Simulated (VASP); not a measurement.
# C (P6_3/mmc) in VASP: a series of runs

Runs on C. Level: PBE+D3(BJ). Tasks: relaxation of cell and atoms.

Program: VASP 6.6.1. These are calculated values, not measurements. Logs are shortened: lines on timing, memory, paths and dates and some standing lists are left out, and cuts for length are marked.

**1. The structure**

The structure is hexagonal, space group P6_3/mmc (No. 194). The conventional cell has a = 2.456 Å, b = 2.456 Å, c = 6.696 Å, α = 90.00°, β = 90.00°, γ = 120.00°. C (site symmetry -6m2) is surrounded by 3 C at 1.42 Å. C (site symmetry -6m2) has 3 C at 1.42 Å as nearest neighbours.

**2. Relaxation of cell and atoms, PBE+D3(BJ)**

The input, INCAR:

```
ALGO = Normal
EDIFF = 1E-7
EDIFFG = -0.15
ENCUT = 520
GGA = PE
IBRION = 2
ISIF = 3
ISMEAR = 0
IVDW = 12
LASPH = True
LCHARG = False
LREAL = False
LWAVE = False
NELM = 80
NSW = 80
PREC = Accurate
SIGMA = 0.02
```

The input, KPOINTS:

```
k-points
0
Gamma
  15 15 6
```

The input, POSCAR:

```
C
1.0
    2.4560000000      0.0000000000      0.0000000000
   -1.2280000000      2.1269583900      0.0000000000
    0.0000000000      0.0000000000      6.6960000000
C
4
Direct
    0.0000000000      0.0000000000      0.7500000000
    0.0000000000      0.0000000000      0.2500000000
    0.3333333300      0.6666666700      0.7500000000
    0.6666666700      0.3333333300      0.2500000000
```

Potentials or basis: VASP PAW PBE potentials, release 64 (C).

Command:

```console
$ cat potpaw_PBE.64/C/POTCAR > POTCAR
$ mpirun -np 1 vasp_std > vasp.out
```

OUTCAR:

```text
EDIFF = 1E-7
   EDIFFG = -0.15
   ENCUT = 520
   GGA = PE
   IBRION = 2
   ISIF = 3
   ISMEAR = 0
   IVDW = 12
   LASPH = True
   LREAL = False
   NELM = 80
   NSW = 80
   PREC = Accurate
 IVDW          = 12

 ion  position               nearest neighbor table
   1  0.000  0.000  0.750-   3 1.42   3 1.42   3 1.42
   2  0.000  0.000  0.250-   4 1.42   4 1.42   4 1.42
   3  0.333  0.667  0.750-   1 1.42   1 1.42   1 1.42
   4  0.667  0.333  0.250-   2 1.42   2 1.42   2 1.42

  LATTYP: Found a hexagonal cell.
 ALAT       =     2.4560000000
 C/A-ratio  =     2.7263843648

  Lattice vectors:

 A1 = (   2.4560000000,   0.0000000000,   0.0000000000)
 A2 = (  -1.2280000000,   2.1269583900,   0.0000000000)
 A3 = (   0.0000000000,   0.0000000000,   6.6960000000)

Analysis of symmetry for initial positions (statically):
=====================================================================
 Subroutine PRICEL returns:
 Original cell was already a primitive cell.

 Routine SETGRP: Setting up the symmetry group for a
 hexagonal supercell.

 Subroutine GETGRP returns: Found 24 space group operations
 (whereof 12 operations were pure point group operations)
 out of a pool of 24 trial point group operations.

The static configuration has the point symmetry D_3d.
 The point group associated with its full space group is D_6h.

Analysis of symmetry for dynamics (positions and initial velocities):
=====================================================================
 Subroutine PRICEL returns:
 Original cell was already a primitive cell.

 Routine SETGRP: Setting up the symmetry group for a
 hexagonal supercell.

 Subroutine GETGRP returns: Found 24 space group operations
 (whereof 12 operations were pure point group operations)
 out of a pool of 24 trial point group operations.

The dynamic configuration has the point symmetry D_3d.
 The point group associated with its full space group is D_6h.

 Subroutine INISYM returns: Found 24 space group operations
 (whereof 12 operations are pure point group operations),
 and found     1 'primitive' translations

----------------------------------------------------------------------------------------

                                     Primitive cell

  volume of cell :      34.9786

  direct lattice vectors                    reciprocal lattice vectors
     2.456000000  0.000000000  0.000000000     0.407166124  0.235077471  0.000000000
    -1.228000000  2.126958390  0.000000000     0.000000000  0.470154943  0.000000000
     0.000000000  0.000000000  6.696000000     0.000000000  0.000000000  0.149342891

  length of vectors
     2.456000000  2.455999999  6.696000000     0.470154942  0.470154943  0.149342891

  position of ions in fractional coordinates (direct lattice)
     0.000000000  0.000000000  0.750000000
     0.000000000  0.000000000  0.250000000
     0.333333330  0.666666670  0.750000000
     0.666666670  0.333333330  0.250000000

  ion indices of the primitive-cell ions
   primitive index   ion index
                 1           1
                 2           2
                 3           3
                 4           4

----------------------------------------------------------------------------------------

 KPOINTS: k-points

Automatic generation of k-mesh.
 Grid dimensions read from file:
 generate k-points for:   15   15    6

 Generating k-lattice:

  Cartesian coordinates                     Fractional coordinates (reciprocal lattice)
     0.027144408  0.015671831  0.000000000     0.066666667  0.000000000  0.000000000
     0.000000000  0.031343663  0.000000000     0.000000000  0.066666667  0.000000000
     0.000000000  0.000000000  0.024890482     0.000000000  0.000000000  0.166666667

  Length of vectors
     0.031343663  0.031343663  0.024890482

  Shift w.r.t. Gamma in fractional coordinates (k-lattice)
     0.000000000  0.000000000  0.000000000

 Subroutine IBZKPT returns following result:
 ===========================================

 Found    108 irreducible k-points:

 Following reciprocal coordinates:
            Coordinates               Weight
  0.000000  0.000000  0.000000      1.000000
  0.066667  0.000000  0.000000      6.000000
  0.133333  0.000000  0.000000      6.000000
  0.200000 -0.000000  0.000000      6.000000
  0.266667  0.000000  0.000000      6.000000
  0.333333  0.000000  0.000000      6.000000
[... 16 lines left out ...]
  0.333333  0.200000  0.000000     12.000000
  0.400000  0.200000  0.000000      6.000000
 [... further k-points ...]
   k-points           NKPTS =    108   k-points in BZ     NKDIM =    108   number of bands    NBANDS=     12
   number of dos      NEDOS =    301   number of ions     NIONS =      4
   total plane-waves  NPLWV =  16200
   dimension x,y,z NGX =    18 NGY =   18 NGZ =   50
   dimension x,y,z NGXF=    36 NGYF=   36 NGZF=  100
   ions per type =               4
   NGX,Y,Z   is equivalent  to a cutoff of  12.18, 12.18, 12.41 a.u.
   NGXF,Y,Z  is equivalent  to a cutoff of  24.37, 24.37, 24.83 a.u.
 SYSTEM =  unknown system
   PREC   = accura    normal or accurate (medium, high low for compatibility)
   ISTART =      0    job   : 0-new  1-cont  2-samecut
   ICHARG =      2    charge: 1-file 2-atom 10-const
   ISPIN  =      1    spin polarized calculation?
   LNONCOLLINEAR =      F non collinear calculations
   LSORBIT =      F    spin-orbit coupling
   LASPH  =      T    aspherical Exc in radial PAW
   ENCUT  =  520.0 eV  38.22 Ry    6.18 a.u.   4.57  4.57 12.45*2*pi/ulx,y,z
   NELM   =     80;   NELMIN=  2; NELMDL= -5     # of ELM steps
   EDIFF  = 0.1E-06   stopping-criterion for ELM
   LREAL  =      F    real-space projection
   EDIFFG = -.1E+00   stopping-criterion for IOM
   NSW    =     80    number of steps for IOM
   IBRION =      2    ionic relax: 0-MD 1-quasi-New 2-CG
   NFREE  =      1    steps in history (QN), initial steepest desc. (CG)
   ISIF   =      3    stress and relaxation
   ISYM   =      2    0-nonsym 1-usesym 2-fastsym
   POTIM  = 0.5000    time-step for ionic-motion
   TEBEG  =    0.0;   TEEND  =   0.0 temperature during run
   PSTRESS=    0.0 pullay stress
   NELECT =      16.0000    total number of electrons
   NUPDOWN=      -1.0000    fix difference up-down
   EMIN   =  10.00;   EMAX   =-10.00  energy-range for DOS
   EFERMI =   0.00;   METHOD = LEGACY
   ISMEAR =     0;   SIGMA  =   0.02  broadening in eV -4-tet -1-fermi 0-gaus
   EFERMI_NEDOS =   21; number of points for ismear=-14 and -15
   IALGO  =     38    algorithm
   IMIX   =      4    mixing-type and parameters
     AMIX     =   0.40;   BMIX     =  1.00
     AMIX_MAG =   1.60;   BMIX_MAG =  1.00
  volume/ion in A,a.u.               =       8.74        59.01
  Fermi-wavevector in a.u.,A,eV,Ry     =   1.261384  2.383670 21.648079  1.591089
  Thomas-Fermi vector in A             =   2.394846
   LORBIT       =      0    0 simple, 1 ext, 2 COOP (PROOUT), +10 PAW based schemes
   GGA     = PE    functional components
   LHFCALC =     F    Hartree Fock is set to
   AEXX    =    0.0000 exact exchange contribution
   IVDW    =    12    specifies the selected vdW correction
   LEPSILON=     F    determine dielectric tensor
   LRPA    =     F    only Hartree local field effects (RPA)
 conjugate gradient relaxation of ions
 non-spin polarized calculation
 Gauss-broadening in eV      SIGMA  =   0.02
  energy-cutoff  :      520.00
  volume of cell :       34.98
 maximum number of plane-waves:       979
   NGX =  9   NGY =  9   NGZ = 25

--------------------------------------- Ionic step        1  -------------------------------------------

 number of electron      15.9999994 magnetization

 Free energy of the ion-electron system (eV)
  ---------------------------------------------------
  ext. energy  EPLUGINS =         0.00000000
  ---------------------------------------------------
  free energy    TOTEN  =       -36.83428581 eV

  energy without entropy =      -36.83410830  energy(sigma->0) =      -36.83419706

------------------------ aborting loop because EDIFF is reached ----------------------------------------

 Edisp (eV)   -0.62732

 E8    (eV) :    -0.1778

  FORCE on cell =-STRESS in cart. coord.  units (eV):
  Direction    XX          YY          ZZ          XY          YZ          ZX
  --------------------------------------------------------------------------------------
  -------------------------------------------------------------------------------------
  Total       1.22838     1.22838     0.02048    -0.00000    -0.00000     0.00000
  in kB      56.26530    56.26530     0.93802    -0.00000    -0.00000     0.00000
  external pressure =       37.82 kB  Pullay stress =        0.00 kB
[... 65 lines left out ...]
  energy  without entropy=      -37.4353746390  energy(sigma->0) =      -37.43546143

--------------------------------------- Ionic step        3  -------------------------------------------

 number of electron      15.9999994 magnetization

 Free energy of the ion-electron system (eV)
  ---------------------------------------------------
  ext. energy  EPLUGINS =         0.00000000
  ---------------------------------------------------
  free energy    TOTEN  =       -36.83999482 eV

  energy without entropy =      -36.83981844  energy(sigma->0) =      -36.83990663

 E-fermi :   4.6789     XC(G=0): -10.3339

 val. band max:        4.6767595834   @ k =   0.3333   0.3333   0.5000
 cond. band min:       4.6879172604   @ k =   0.3333   0.3333   0.3333
 fundamental gap:      0.0111576771
 Fermi energy:         4.6788635946

 k-point     1 :       0.0000    0.0000    0.0000
  band No.  band energies     occupation
      1     -14.9554      2.00000
      2     -14.6502      2.00000
      3      -3.8257      2.00000
      4      -1.8374      2.00000
      5       1.6665      2.00000
      6       1.6665      2.00000
      7       1.6854      2.00000
      8       1.6854      2.00000
      9       8.9951      0.00000
     10      12.9946      0.00000
     11      12.9992      0.00000
     12      13.0474      0.00000
[... 331 lines left out ...]
 k-point    24 :       0.4000    0.2000    0.0000
  band No.  band energies     occupation
      1      -9.0156      2.00000
      2      -8.9082      2.00000
      3      -7.9911      2.00000
      4      -7.9228      2.00000
      5      -4.1761      2.00000
      6      -4.0712      2.00000
      7       2.7750      2.00000
      8       3.4475      2.00000
      9       6.0434      0.00000
     10       6.1734      0.00000
     11      15.1794      0.00000
     12      15.8461      0.00000

 [... further k-points ...]

------------------------ aborting loop because EDIFF is reached ----------------------------------------

 Edisp (eV)   -0.62675

 E8    (eV) :    -0.1777

  FORCE on cell =-STRESS in cart. coord.  units (eV):
  Direction    XX          YY          ZZ          XY          YZ          ZX
  --------------------------------------------------------------------------------------
  -------------------------------------------------------------------------------------
  Total      -0.01386    -0.01386     0.02803    -0.00000     0.00000     0.00000
  in kB      -0.62928    -0.62928     1.27299    -0.00000     0.00000     0.00000
  external pressure =        0.00 kB  Pullay stress =        0.00 kB
[... 19 lines left out ...]
  FREE ENERGIE OF THE ION-ELECTRON SYSTEM (eV)
  ---------------------------------------------------
  free  energy   TOTEN  =       -37.4667489872 eV

  energy  without entropy=      -37.4665726079  energy(sigma->0) =      -37.46666080

 reached required accuracy - stopping structural energy minimisation
```

Wall time 75 s (1 thread of Intel Xeon Platinum 8259CL at 2.50GHz (Skylake/Cascade Lake), shared host); peak memory 0.18 GiB.

What came out:

```
Free energy                            : -37.4667 eV
Relaxed volume                         : 8.82 Å³/atom
Relaxed cell                           : a = 2.466 Å, b = 2.466 Å, c = 6.696 Å, α = 90.00°, β = 90.00°, γ = 120.00°
Space group after relaxing (to 0.05 Å) : P6_3/mmc (No. 194)
Energy gained by relaxing              : 1.3 meV/atom
Ionic steps                            : 3
Pressure after relaxing                : 0.0 GPa
Band gap on the k mesh                 : none (metal or under the smearing width)
Dispersion energy per atom             : -0.157 eV
```

Step by step:
```tsv
step	energy change (eV)	largest force (eV/Å)	pressure (GPa)	volume (Å³)
1	0.0000	0.0000	3.78	34.98
2	0.0261	0.0000	-8.65	36.03
3	-0.0051	0.0000	0.00	35.28
```

Final structure:
```cif
data_structure
_symmetry_space_group_name_H-M 'P 1'
_symmetry_Int_Tables_number 1
_cell_length_a 2.4665
_cell_length_b 2.4665
_cell_length_c 6.6965
_cell_angle_alpha 90.000
_cell_angle_beta 90.000
_cell_angle_gamma 120.000
_cell_volume 35.28
loop_
_atom_site_label
_atom_site_type_symbol
_atom_site_fract_x
_atom_site_fract_y
_atom_site_fract_z
_atom_site_occupancy
C1 C 0.00000 0.00000 0.75000 1
C2 C 0.00000 0.00000 0.25000 1
C3 C 0.33333 0.66667 0.75000 1
C4 C 0.66667 0.33333 0.25000 1
```

Levels at points of the mesh, in eV from the Fermi level:
```
           k point  band 4  band 5  band 6  band 7  band 8  band 9  band 10  band 11  band 12
(0.00, 0.00, 0.00)   -6.52   -3.01   -3.01   -2.99   -2.99    4.32     8.32     8.32     8.37
(0.00, 0.00, 0.50)   -7.61   -3.00   -3.00   -3.00   -3.00    6.97     6.97     8.34     8.34
```

Caveat: the relaxation stopped at a loose force limit of 0.15 eV/Å, so its end isn't a converged minimum. Zero-point motion and thermal expansion aren't in these numbers.

**3. Relaxation of cell and atoms, PBE+D3(BJ)**

This run uses another cell than the first one, of 8.82 Å³/atom, 1.009 times its volume.

INCAR is that of step 2.

KPOINTS is that of step 2.

The input, POSCAR:

```
C                                       
1.0
    2.4664632988      0.0000000000      0.0000000000
   -1.2332316494      2.1360198725      0.0000000000
    0.0000000000     -0.0000000000      6.6964755855
  C             
     4
Direct
     0.0000000000000000    0.0000000000000000    0.7500000000000000
     0.0000000000000000    0.0000000000000000    0.2500000000000000
     0.3333333300000021    0.6666666699999979    0.7500000000000000
     0.6666666699999979    0.3333333300000021    0.2500000000000000
```

Potentials or basis: VASP PAW PBE potentials, release 64 (C).

Command:

```console
$ cat potpaw_PBE.64/C/POTCAR > POTCAR
$ mpirun -np 1 vasp_std > vasp.out
```

Wall time 40 s (1 thread of Intel Xeon Platinum 8259CL at 2.50GHz (Skylake/Cascade Lake), shared host); peak memory 0.17 GiB.

It converged, with:

- Free energy: -37.4670 eV
- Pressure after relaxing: 0.0 GPa
- Band gap on the k mesh: none (metal or under the smearing width)
- Dispersion energy per atom: -0.157 eV

Stress tensor (GPa, compression positive):
```
-0.08  0.00  0.00
 0.00 -0.08  0.00
 0.00  0.00  0.12
```

Final structure:
```
CELL_PARAMETERS angstrom
2.46646 0.00000 0.00000
-1.23323 2.13602 0.00000
0.00000 0.00000 6.69648
ATOMIC_POSITIONS crystal
C 0.00000 0.00000 0.75000
C 0.00000 0.00000 0.25000
C 0.33333 0.66667 0.75000
C 0.66667 0.33333 0.25000
```

Levels at points of the mesh, in eV from the Fermi level:
```
           k point  band 4  band 5  band 6  band 7  band 8  band 9  band 10  band 11  band 12
(0.00, 0.00, 0.00)   -6.52   -3.01   -3.01   -2.99   -2.99    4.32     8.32     8.33     8.37
(0.00, 0.00, 0.50)   -7.61   -3.00   -3.00   -3.00   -3.00    6.97     6.97     8.34     8.34
```

Caveat: the relaxation stopped at its first step, so nothing moved; the relaxation stopped at a loose force limit of 0.15 eV/Å, so its end isn't a converged minimum.
